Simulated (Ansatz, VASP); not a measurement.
## One calculation of Ga, two programs

The input INCAR:

```
SYSTEM = Ga
PREC = Accurate ; ENCUT = 520
EDIFF = 1E-6 ; ISMEAR = -1
SIGMA = 0.05 ; LREAL = .FALSE.
LASPH = .TRUE. ; NELM = 60
ALGO = Fast ; ISIF = 2
LWAVE = .FALSE. ; LCHARG = .FALSE.
GGA = PE ; NBANDS = 20
```

KPOINTS

```
regular mesh
0
G
  7 7 10
  0 0 0
```

The input POSCAR:

```
Ga
1.0
    4.3586390031      0.0000000000      0.0000000000
   -2.1793243995      3.7746979279      0.0000000000
    0.0000000000      0.0000000000      2.7087515078
Ga
2
Direct
    0.3333300000      0.6666700000      0.5000000000
    0.6666700000      0.3333300000      0.5000000000
```

File input.yaml:

```yaml
crystal:
  lattice:
    - [4.3586390031, 0.0, 0.0]
    - [-2.1793243995, 3.7746979279, 0.0]
    - [0.0, 0.0, 2.7087515078]
  atoms:
    - { symbol: Ga, position: [0.33333, 0.66667, 0.5] }
    - { symbol: Ga, position: [0.66667, 0.33333, 0.5] }
hamiltonian:
  xc: pbe
  pseudopotentials: { kind: paw }
kpoints:
  mp_grid: { grid: [7, 7, 10] }
scf:
  occupations: { method: fermi_dirac, width: 0.05 }
output:
  forces: true
  stress: true
  eigenvalues: true
```

The cell was built by a generator and needn't be a form met in nature.

Alike in both runs: task single point; functional PBE; k mesh 7 × 7 × 10; occupations fermi-dirac, width 0.05 eV; no spin polarisation.

```csv
,VASP,Ansatz
version,VASP 6.6.1,Ansatz 0.2.0
potentials or method,"VASP PAW PBE potentials, release 64 (Ga_d)",Ansatz PAW
plane-wave cutoff (eV),520,420
valence electrons in the cell,26,26
```

VASP gave:

* gap on the k mesh at the Fermi level (eV): none
* pressure (GPa): 3.1
* largest component of the traceless stress (GPa): 0.81

Task: Estimate Ansatz's values.

Result: gap on the k mesh at the Fermi level (eV): none; pressure (GPa): 3.0; largest component of the traceless stress (GPa): 0.78.

A gap of «none» marks a metal or a gap that the smearing closes.
